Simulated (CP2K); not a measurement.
Moving the choice of potentials or basis in Al

Symmetry: P6/mmm, No. 191, hexagonal system. The conventional cell has a = 4.547 Å, b = 4.547 Å, c = 2.754 Å, α = 90.00°, β = 90.00°, γ = 120.00°. Al (site symmetry -6m2) has 5 Al at 2.63 to 2.75 Å as nearest neighbours.

This isn't the form of Al at room conditions, which is fcc.

Kept alike: task single point; functional PBE; k mesh 7 × 7 × 10; occupations fermi-dirac, width 0.05 eV; no spin polarisation. Program: CP2K. The mesh is that of the run's cell of 2 atoms. No spin-orbit coupling.

| choice of potentials or basis | pressure (GPa) |
| --- | --- |
| GTH_POTENTIALS Al GTH-PBE-q3; DZVP-MOLOPT-SR-GTH basis | -0.05 |
| GTH_POTENTIALS Al GTH-PBE-q3; TZVP-MOLOPT-SR-GTH basis | -0.11 |
| POTENTIAL_UZH Al GTH-PBE-q3; DZVP-MOLOPT-PBE-GTH basis | -0.06 |
| POTENTIAL_UZH Al GTH-PBE-q3; TZV2P-MOLOPT-PBE-GTH basis | -0.18 |
| POTENTIAL_UZH Al GTH-PBE-q3; TZVP-MOLOPT-PBE-GTH basis | -0.04 |
| POTENTIAL_UZH Al GTH-PBE-q3; ccGRB-D basis | 1.21 |
| all electrons (GAPW); pob-DZVP-rev2 basis | -0.67 |
| all electrons (GAPW); pob-TZVP-rev2 basis | -3.00 |

Pressure is positive in compression. For a metal such a mesh leaves the last digits unconverged. Runs of this series that gave no sound value for these columns are left out.

Problem. What does the choice of potentials or basis change here?

Solution. The pressure runs from -3.00 (all electrons (GAPW); pob-TZVP-rev2 basis) to 1.21 GPa (POTENTIAL_UZH Al GTH-PBE-q3; ccGRB-D basis).
